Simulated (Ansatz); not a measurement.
## Si, simple cubic: how the functional moves the structure

All rows: Ansatz, plane waves with scalar-relativistic PAW, 420 eV (500 eV for the SCAN forms), relaxed under each functional, no dispersion correction, no zero-point motion. B₀ comes from uniform scaling at fixed shape; a dash is a value not given.

```tsv
functional	V (Å³/atom)	cell	B₀ (GPa)	magnetic state	ΔE to diamond (meV/atom)
PBE	16.20	a = 2.530 Å	102	spin not included	348
r²SCAN	16.05	a = 2.523 Å	106	spin not included	471
PBEsol	15.83	a = 2.511 Å	109	spin not included	259
LDA	15.62	a = 2.500 Å	111	spin not included	278
revPBE	16.36	a = 2.539 Å	99	spin not included	371
RPBE	16.42	a = 2.542 Å	99	spin not included	380
BLYP	17.36	a = 2.590 Å	77	spin not included	594
```

LDA gives the smallest volume and BLYP the largest.
